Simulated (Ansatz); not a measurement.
Input and command of a plane-wave DFT calculation in Ansatz:

```yaml
crystal:
  lattice:
    - [-4.0855365693, 0.0, 0.0]
    - [0.0, 4.0855365693, 4.0855365693]
    - [0.0, 4.0855365693, -4.0855365693]
  atoms:
    - { symbol: Sc, position: [0.0036548858, 0.5319857667, 0.5235152286] }
    - { symbol: Sc, position: [-0.0036548858, -0.0319857667, -0.0235152286] }
    - { symbol: Al, position: [0.475820016, 0.2787761237, 0.7369674879] }
    - { symbol: Al, position: [0.524179984, 0.7212238763, 0.2630325121] }
    - { symbol: Al, position: [0.0102138112, 0.5424997012, 0.0013713156] }
    - { symbol: Al, position: [-0.0102138112, -0.0424997012, 0.4986286844] }
    - { symbol: Al, position: [0.4856645194, 0.2579149262, 0.1878694429] }
    - { symbol: Al, position: [0.5143354806, 0.7420850738, 0.8121305571] }
basis:
  ecutwfc: 500
kpoints:
  mp_grid: { grid: [8, 6, 6] }
hamiltonian:
  xc: r2scan
scf:
  occupations: { method: gaussian, width: 0.15 }
output:
  forces: true
  stress: true
  eigenvalues: true
```

```bash
ansatz run input.yaml --threads 2 --pin off --max-ram 5120MiB --backend cpu --events-out ev --progress --plain --runs-dir out
```

Processor: Arm Neoverse V2, 2 threads, on a host shared with other jobs.

Problem. How long does it run, and how much memory does it take?

Solution. About 58 s on 2 threads of Arm Neoverse V2, on a shared host, peak memory 0.93 GiB. It solves 28 bands at 148 k points (the mesh reduced by symmetry) with about 3435 plane waves, in 8 SCF iterations.
